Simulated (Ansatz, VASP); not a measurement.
Two plane-wave programs on BN

```xyz
2
Lattice="0.0000 1.8130 1.8130 1.8130 0.0000 1.8130 1.8130 1.8130 0.0000" Properties=species:S:1:pos:R:3 pbc="T T T"
N     0.9065    0.9065    0.9065
B     0.0000    0.0000    0.0000
```

The cell is a database's computed one.

Alike in both runs: task Born charges and dielectric tensor; functional PBEsol; k mesh 13 × 13 × 13; no spin polarisation.

|  | VASP | Ansatz |
| --- | --- | --- |
| version | VASP 6.6.1 | Ansatz 0.2.0 |
| potentials or method | VASP PAW PBE potentials, release 64 (N, B) | Ansatz PAW |
| plane-wave cutoff (eV) | 520 | 420 |
| occupations | fermi-dirac, width 0.05 eV | fixed |
| valence electrons in the cell | 8 | 8 |

```tsv
	VASP	Ansatz	Ansatz less VASP
gap on the k mesh at the Fermi level (eV)	4.34	4.35	+0.012
least direct gap on the mesh (eV)	8.72	8.73	+0.008
mean electronic dielectric constant	4.65	4.65	+0.002
mean Born charge of the atom that differs most (e)	-1.91	-1.91	-0.003
```

Caveats: an odd mesh through Γ misses points on the zone boundary, where band edges often lie (VASP); odd divisions of the mesh miss points on the zone boundary, where band edges often lie, so the gap on the mesh can be too wide (Ansatz).
